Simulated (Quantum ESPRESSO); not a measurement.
# NaCl (Fm-3m) in Quantum ESPRESSO: notebook

One crystal, NaCl, is run at these levels: r2SCAN; tasks: single point, equation of state.

Program: Quantum ESPRESSO 7.5. These are calculated values, not measurements. Logs are shortened: lines on timing, memory, paths and dates and some standing lists are left out, and cuts for length are marked.

**1. The crystal as given**

Symmetry: Fm-3m, No. 225, cubic system. Conventional cell: a = 5.588 Å, b = 5.588 Å, c = 5.588 Å, α = 90.00°, β = 90.00°, γ = 90.00°. Cl (site symmetry m-3m) is surrounded by 6 Na at 2.79 Å. Around Na (site symmetry m-3m) lie 6 Cl at 2.79 Å.

The cell is a database's computed one.

**2. Single point, r2SCAN, 20.50 Å³/atom**

Input file pw.in:

```
&CONTROL
  calculation = 'scf'
  prefix = 'pwscf'
  outdir = './tmp'
  pseudo_dir = './pseudo'
  tstress = .true.
  disk_io = 'nowf'
/
&SYSTEM
  ibrav = 0
  nat = 2
  ntyp = 2
  ecutwfc = 70
  nbnd = 14
  input_dft = 'r2scan'
  occupations = 'smearing'
  smearing = 'fd'
  degauss = 0.00367493
  nosym = .true.
  nr1 = 48
  nr2 = 48
  nr3 = 48
/
&ELECTRONS
  conv_thr = 1d-08
  electron_maxstep = 120
  mixing_beta = 0.5
/
ATOMIC_SPECIES
Cl    35.4500 Cl_ONCV_PBE-1.2.upf
Na    22.9898 Na_ONCV_PBE-1.2.upf
CELL_PARAMETERS angstrom
   0.0000000000    2.7370255149    2.7370255149
   2.7370255149    0.0000000000    2.7370255149
   2.7370255149    2.7370255149    0.0000000000
ATOMIC_POSITIONS crystal
Cl     0.5000000000    0.5000000000    0.5000000000
Na     0.0000000000    0.0000000000    0.0000000000
K_POINTS automatic
6 6 6 0 0 0
```

Potentials or basis: SG15 PBE 1.2.

On the command line:

```bash
OMP_NUM_THREADS=1 mpirun -n 4 pw.x -nk 4 -in pw.in > pw.out
```

pw.out:

```text
This program is part of the open-source Quantum ESPRESSO suite
     for quantum simulation of materials; please cite
         "P. Giannozzi et al., J. Phys.:Condens. Matter 21 395502 (2009);
         "P. Giannozzi et al., J. Phys.:Condens. Matter 29 465901 (2017);
         "P. Giannozzi et al., J. Chem. Phys. 152 154105 (2020);
     in publications or presentations arising from this work. More details at

     IMPORTANT: XC functional enforced from input :
     Exchange-correlation= R2SCAN
                           (   0   0   0   0   0 497 498)
     Any further DFT definition will be discarded
     Please, verify this is what you really want

     K-points division:     npool     =       4
     Subspace diagonalization in iterative solution of the eigenvalue problem:
     a serial algorithm will be used

     G-vector sticks info
     --------------------
     sticks:   dense  smooth     PW     G-vecs:    dense   smooth      PW
     Sum        1039    1039    313                22075    22075    3695

     Using Slab Decomposition

     bravais-lattice index     =            0
     lattice parameter (alat)  =       7.3146  a.u.
     unit-cell volume          =     276.7344 (a.u.)^3
     number of atoms/cell      =            2
     number of atomic types    =            2
     number of electrons       =        16.00
     number of Kohn-Sham states=           14
     kinetic-energy cutoff     =      70.0000  Ry
     charge density cutoff     =     280.0000  Ry
     scf convergence threshold =      1.0E-08
     mixing beta               =       0.5000
     number of iterations used =            8  plain     mixing
     Exchange-correlation= R2SCAN
                           (   0   0   0   0   0 497 498)

     celldm(1)=   7.314636  celldm(2)=   0.000000  celldm(3)=   0.000000
     celldm(4)=   0.000000  celldm(5)=   0.000000  celldm(6)=   0.000000

     crystal axes: (cart. coord. in units of alat)
               a(1) = (   0.000000   0.707107   0.707107 )
               a(2) = (   0.707107   0.000000   0.707107 )
               a(3) = (   0.707107   0.707107   0.000000 )

     reciprocal axes: (cart. coord. in units 2 pi/alat)
               b(1) = ( -0.707107  0.707107  0.707107 )
               b(2) = (  0.707107 -0.707107  0.707107 )
               b(3) = (  0.707107  0.707107 -0.707107 )

     PseudoPot. # 1 for Cl read from file:
     Cl_ONCV_PBE-1.2.upf
     Pseudo is Norm-conserving, Zval =  7.0
     Generated using ONCVPSP code by D. R. Hamann
     Using radial grid of  602 points,  4 beta functions with:
                l(1) =   0
                l(2) =   0
                l(3) =   1
                l(4) =   1

     PseudoPot. # 2 for Na read from file:
     Na_ONCV_PBE-1.2.upf
     Pseudo is Norm-conserving, Zval =  9.0
     Generated using ONCVPSP code by D. R. Hamann
     Using radial grid of  602 points,  4 beta functions with:
                l(1) =   0
                l(2) =   0
                l(3) =   1
                l(4) =   1

     atomic species   valence    mass     pseudopotential
     Cl                7.00    35.45000     Cl( 1.00)
     Na                9.00    22.98980     Na( 1.00)

     No symmetry found

   Cartesian axes

     site n.     atom                  positions (alat units)
         1        Cl     tau(   1) = (   0.7071068   0.7071068   0.7071068  )
         2        Na     tau(   2) = (   0.0000000   0.0000000   0.0000000  )

     number of k points=   112  Fermi-Dirac smearing, width (Ry)=  0.0037

     Number of k-points >= 100: set verbosity='high' to print them.

     Dense  grid:    22075 G-vectors     FFT dimensions: (  48,  48,  48)

     WARNING: libxc functional with ID  497 depends
      on external parameters: check the user_guide of
      QE if you need to modify them or to check their
      default values.

     WARNING: libxc functional with ID  498 depends
      on external parameters: check the user_guide of
      QE if you need to modify them or to check their
      default values.

     Initial potential from superposition of free atoms

     starting charge      15.8586, renormalised to      16.0000
     Starting wfcs are random

     Self-consistent Calculation

     iteration #  1     ecut=    70.00 Ry     beta= 0.50
     Davidson diagonalization with overlap
     ethr =  1.00E-02,  avg # of iterations =  8.3

     total energy              =    -115.74930651 Ry
     estimated scf accuracy    <      21.49772309 Ry

     iteration #  2     ecut=    70.00 Ry     beta= 0.50
     Davidson diagonalization with overlap
     ethr =  1.00E-02,  avg # of iterations =  1.0

     total energy              =    -115.80719143 Ry
     estimated scf accuracy    <       5.08336187 Ry

     iteration #  3     ecut=    70.00 Ry     beta= 0.50
     Davidson diagonalization with overlap
     ethr =  1.00E-02,  avg # of iterations =  1.0

     total energy              =    -115.81048275 Ry
     estimated scf accuracy    <       0.01325754 Ry

     iteration #  4     ecut=    70.00 Ry     beta= 0.50
     Davidson diagonalization with overlap
     ethr =  8.29E-05,  avg # of iterations =  3.0

     total energy              =    -115.81075060 Ry
     estimated scf accuracy    <       0.00082047 Ry

     iteration #  5     ecut=    70.00 Ry     beta= 0.50
     Davidson diagonalization with overlap
     ethr =  5.13E-06,  avg # of iterations =  4.2

     total energy              =    -115.81079056 Ry
     estimated scf accuracy    <       0.00029320 Ry

     iteration #  6     ecut=    70.00 Ry     beta= 0.50
     Davidson diagonalization with overlap
     ethr =  1.83E-06,  avg # of iterations =  2.0

     total energy              =    -115.81079858 Ry
     estimated scf accuracy    <       0.00004096 Ry

     iteration #  7     ecut=    70.00 Ry     beta= 0.50
     Davidson diagonalization with overlap
     ethr =  2.56E-07,  avg # of iterations =  1.0

     total energy              =    -115.81079956 Ry
     estimated scf accuracy    <       0.00000040 Ry

     iteration #  8     ecut=    70.00 Ry     beta= 0.50
     Davidson diagonalization with overlap
     ethr =  2.47E-09,  avg # of iterations =  2.8

     total energy              =    -115.81079979 Ry
     estimated scf accuracy    <       0.00000076 Ry

     iteration #  9     ecut=    70.00 Ry     beta= 0.50
     Davidson diagonalization with overlap
     ethr =  2.47E-09,  avg # of iterations =  2.0

     total energy              =    -115.81079983 Ry
     estimated scf accuracy    <       0.00000002 Ry

     iteration # 10     ecut=    70.00 Ry     beta= 0.50
     Davidson diagonalization with overlap
     ethr =  1.05E-10,  avg # of iterations =  2.0

     End of self-consistent calculation

     Number of k-points >= 100: set verbosity='high' to print the bands.

     the Fermi energy is     2.5534 ev

!    total energy              =    -115.81079983 Ry
     estimated scf accuracy    <          1.1E-09 Ry
     smearing contrib. (-TS)   =      -0.00000000 Ry
     internal energy E=F+TS    =    -115.81079983 Ry

     The total energy is F=E-TS. E is the sum of the following terms:
     one-electron contribution =     -60.31847918 Ry
     hartree contribution      =      34.13577363 Ry
     xc contribution           =     -18.73617640 Ry
     ewald contribution        =     -70.89191789 Ry

     convergence has been achieved in  10 iterations

     Computing stress (Cartesian axis) and pressure

          total   stress  (Ry/bohr**3)                   (kbar)     P=       25.66
   0.00017446  -0.00000000  -0.00000000           25.66       -0.00       -0.00
  -0.00000000   0.00017446  -0.00000000           -0.00       25.66       -0.00
  -0.00000000  -0.00000000   0.00017446           -0.00       -0.00       25.66

=------------------------------------------------------------------------------=
   JOB DONE.
=------------------------------------------------------------------------------=
```

Run time: 50 s. Hardware: 4 MPI ranks of Intel Xeon 6975P-C (Granite Rapids), shared host; peak memory 0.4 GiB.

Results:

| Item | Value |
| --- | --- |
| Free energy | -1575.6862 eV |
| Pressure | 2.6 GPa |
| Band gap on the k mesh | 6.23 eV, direct |

Caveat: the potentials were made for another functional, which shifts forces and pressure; this potential file gives levels or pressures that part from those of other sets.

**3. Single point, r2SCAN, 20.94 Å³/atom**

Edit pw.in of step 2 so:

```diff
@@ -32,5 +32,5 @@
 CELL_PARAMETERS angstrom
-   0.0000000000    2.7370255149    2.7370255149
-   2.7370255149    0.0000000000    2.7370255149
-   2.7370255149    2.7370255149    0.0000000000
+   0.0000000000    2.7563009776    2.7563009776
+   2.7563009776    0.0000000000    2.7563009776
+   2.7563009776    2.7563009776    0.0000000000
 ATOMIC_POSITIONS crystal
```

Potentials or basis: SG15 PBE 1.2.

On the command line:

```bash
OMP_NUM_THREADS=1 mpirun -n 4 pw.x -nk 4 -in pw.in > pw.out
```

Run time: 56 s. Hardware: 4 MPI ranks of Intel Xeon 6975P-C (Granite Rapids), shared host; peak memory 0.44 GiB.

Results (log left out):

```
Free energy            : -1575.6993 eV
Pressure               : 1.8 GPa
Band gap on the k mesh : 6.14 eV, direct
```

Caveat: the potentials were made for another functional, which shifts forces and pressure; this potential file gives levels or pressures that part from those of other sets.

**4. Single point, r2SCAN, 21.38 Å³/atom**

Edit pw.in of step 3 so:

```diff
@@ -32,5 +32,5 @@
 CELL_PARAMETERS angstrom
-   0.0000000000    2.7563009776    2.7563009776
-   2.7563009776    0.0000000000    2.7563009776
-   2.7563009776    2.7563009776    0.0000000000
+   0.0000000000    2.7753105505    2.7753105505
+   2.7753105505    0.0000000000    2.7753105505
+   2.7753105505    2.7753105505    0.0000000000
 ATOMIC_POSITIONS crystal
```

On the command line:

```bash
OMP_NUM_THREADS=1 mpirun -n 4 pw.x -nk 4 -in pw.in > pw.out
```

Wall time 46 s (4 MPI ranks of Intel Xeon 6975P-C (Granite Rapids), shared host); peak memory 0.44 GiB.

The run converged. Its results:

```yaml
Free_energy: -1575.7084 eV
Pressure: 1.1 GPa
Band_gap_on_the_k_mesh: 6.05 eV, direct
```

Caveat: the potentials were made for another functional, which shifts forces and pressure; this potential file gives levels or pressures that part from those of other sets.

**5. Single point, r2SCAN, 21.81 Å³/atom**

Edit pw.in of step 4 so:

```diff
@@ -32,5 +32,5 @@
 CELL_PARAMETERS angstrom
-   0.0000000000    2.7753105505    2.7753105505
-   2.7753105505    0.0000000000    2.7753105505
-   2.7753105505    2.7753105505    0.0000000000
+   0.0000000000    2.7940632177    2.7940632177
+   2.7940632177    0.0000000000    2.7940632177
+   2.7940632177    2.7940632177    0.0000000000
 ATOMIC_POSITIONS crystal
```

On the command line:

```bash
OMP_NUM_THREADS=1 mpirun -n 4 pw.x -nk 4 -in pw.in > pw.out
```

Wall time 48 s (4 MPI ranks of Intel Xeon 6975P-C (Granite Rapids), shared host); peak memory 0.44 GiB.

It converged, with:

```
Free energy            : -1575.7137 eV
Pressure               : 0.4 GPa
Band gap on the k mesh : 5.96 eV, direct
```

Caveat: the potentials were made for another functional, which shifts forces and pressure; this potential file gives levels or pressures that part from those of other sets.

**6. Single point, r2SCAN, 22.25 Å³/atom**

Edit pw.in of step 5 so:

```diff
@@ -32,5 +32,5 @@
 CELL_PARAMETERS angstrom
-   0.0000000000    2.7940632177    2.7940632177
-   2.7940632177    0.0000000000    2.7940632177
-   2.7940632177    2.7940632177    0.0000000000
+   0.0000000000    2.8125674869    2.8125674869
+   2.8125674869    0.0000000000    2.8125674869
+   2.8125674869    2.8125674869    0.0000000000
 ATOMIC_POSITIONS crystal
```

Potentials or basis: SG15 PBE 1.2.

On the command line:

```bash
OMP_NUM_THREADS=1 mpirun -n 4 pw.x -nk 4 -in pw.in > pw.out
```

Run time: 48 s. Hardware: 4 MPI ranks of Intel Xeon 6975P-C (Granite Rapids), shared host; peak memory 0.44 GiB.

It converged, with:

```yaml
Free_energy: -1575.7159 eV
Pressure: -0.1 GPa
Band_gap_on_the_k_mesh: 5.88 eV, direct
```

Caveat: the potentials were made for another functional, which shifts forces and pressure; this potential file gives levels or pressures that part from those of other sets.

**7. Single point, r2SCAN, 22.69 Å³/atom**

Edit pw.in of step 6 so:

```diff
@@ -32,5 +32,5 @@
 CELL_PARAMETERS angstrom
-   0.0000000000    2.8125674869    2.8125674869
-   2.8125674869    0.0000000000    2.8125674869
-   2.8125674869    2.8125674869    0.0000000000
+   0.0000000000    2.8308314239    2.8308314239
+   2.8308314239    0.0000000000    2.8308314239
+   2.8308314239    2.8308314239    0.0000000000
 ATOMIC_POSITIONS crystal
```

On the command line:

```bash
OMP_NUM_THREADS=1 mpirun -n 4 pw.x -nk 4 -in pw.in > pw.out
```

It took 46 s on 4 MPI ranks of Intel Xeon 6975P-C (Granite Rapids), shared host; peak memory 0.44 GiB.

Results (log left out):

```
Free energy            : -1575.7151 eV
Pressure               : -0.6 GPa
Band gap on the k mesh : 5.80 eV, direct
```

Caveat: the potentials were made for another functional, which shifts forces and pressure; this potential file gives levels or pressures that part from those of other sets.

**8. Single point, r2SCAN, 23.12 Å³/atom**

Edit pw.in of step 7 so:

```diff
@@ -32,5 +32,5 @@
 CELL_PARAMETERS angstrom
-   0.0000000000    2.8308314239    2.8308314239
-   2.8308314239    0.0000000000    2.8308314239
-   2.8308314239    2.8308314239    0.0000000000
+   0.0000000000    2.8488626834    2.8488626834
+   2.8488626834    0.0000000000    2.8488626834
+   2.8488626834    2.8488626834    0.0000000000
 ATOMIC_POSITIONS crystal
```

On the command line:

```bash
OMP_NUM_THREADS=1 mpirun -n 4 pw.x -nk 4 -in pw.in > pw.out
```

Run time: 53 s. Hardware: 4 MPI ranks of Intel Xeon 6975P-C (Granite Rapids), shared host; peak memory 0.44 GiB.

It converged, with:

| Quantity | Value |
| --- | --- |
| Free energy | -1575.7116 eV |
| Pressure | -1.1 GPa |
| Band gap on the k mesh | 5.72 eV, direct |

Caveat: the potentials were made for another functional, which shifts forces and pressure; this potential file gives levels or pressures that part from those of other sets.

**9. Equation of state, r2SCAN**

Potentials or basis: SG15 PBE 1.2.

No new run: the results of the series are fitted here.

What came out:

```yaml
Equilibrium_volume: 22.34 Å³/atom
Bulk_modulus: 27 GPa
Pressure_derivative_of_the_bulk_modulus: "4.7 (rough: it moves with the points fitted)"
```

Energy against volume, from the lowest point:
| volume (Å³/atom) | energy (meV/atom) |
| --- | --- |
| 20.504 | 14.83 |
| 20.940 | 8.29 |
| 21.376 | 3.72 |
| 21.813 | 1.06 |
| 22.249 | 0.00 |
| 22.685 | 0.40 |
| 23.121 | 2.11 |

Caveat: the potentials were made for another functional, which shifts forces and pressure; this potential file gives levels or pressures that part from those of other sets.
